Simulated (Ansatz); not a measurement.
Consider RuO₂ in the rutile structure (space group P4_2/mnm, No. 136).

```xyz
6
Lattice="4.4799 0.0000 0.0000 0.0000 4.4799 0.0000 0.0000 0.0000 3.1069" Properties=species:S:1:pos:R:3 pbc="T T T"
Ru     2.2400     2.2400     1.5535
Ru     0.0000     0.0000     0.0000
O      3.6078     3.6078     1.5535
O      1.3678     3.1121     0.0000
O      3.1121     1.3678     0.0000
O      0.8721     0.8721     1.5535
```

Level of theory: Ansatz (a first-principles code) r2SCAN, no spin-orbit coupling.

Before the change:

- Volume per atom: 10.39 Å³
- c/a ratio: 0.694

Perturbation: a hydrostatic pressure of 30 GPa.

Q: How does this affect the volume per atom?

A: The volume per atom shrinks by 0.87 Å³ to 9.52 Å³.

Q: How does this affect the c/a ratio?

A: The c/a ratio goes up by 0.0138 to 0.707.

Load acts through the strain it causes; cell and atoms are relaxed under it. Whether these cells are dynamically stable was not tested. Competing high-pressure phases were not computed. Seeded moments were not kept for the base. No Hubbard U is applied, and correlation can decide whether such a compound is a metal. The final runs are not spin-polarised.
